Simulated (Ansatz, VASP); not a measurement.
Li2Se3 in VASP and in Ansatz

```
CELL_PARAMETERS angstrom
1.98439 1.14569 7.18111
-1.98439 1.14569 7.18111
0.00000 -2.29137 7.18111
ATOMIC_POSITIONS crystal
Li 0.38143 0.38143 0.38143
Li 0.61857 0.61857 0.61857
Se 0.00000 0.00000 0.00000
Se 0.20310 0.20310 0.20310
Se 0.79690 0.79690 0.79690
```

Alike in both runs: functional PBE; k mesh 6 × 6 × 6; occupations gaussian, width 0.1 eV; no spin polarisation.

Ansatz relaxed the structure, and its values are those at the end. VASP's run is a single point on that final structure, the one shown.

|  | VASP | Ansatz |
| --- | --- | --- |
| version | VASP 6.6.1 | Ansatz 0.2.0 |
| potentials or method | VASP PAW PBE potentials, release 64 (Li_sv, Se) | scalar-relativistic, plane waves, PAW |
| plane-wave cutoff (eV) | 520 | 420 |
| valence electrons in the cell | 24 | 54 |

```csv
,VASP,Ansatz,Ansatz less VASP
gap on the k mesh at the Fermi level (eV),none,none,-
rms of the force components (eV/Å),0.008,0.006,-0.0015
```

A gap of «none» marks a metal or a gap that the smearing closes. With one functional, cell and mesh, what is left measures potentials, basis and numerics. The two sets of potentials don't hold the same shells in valence.
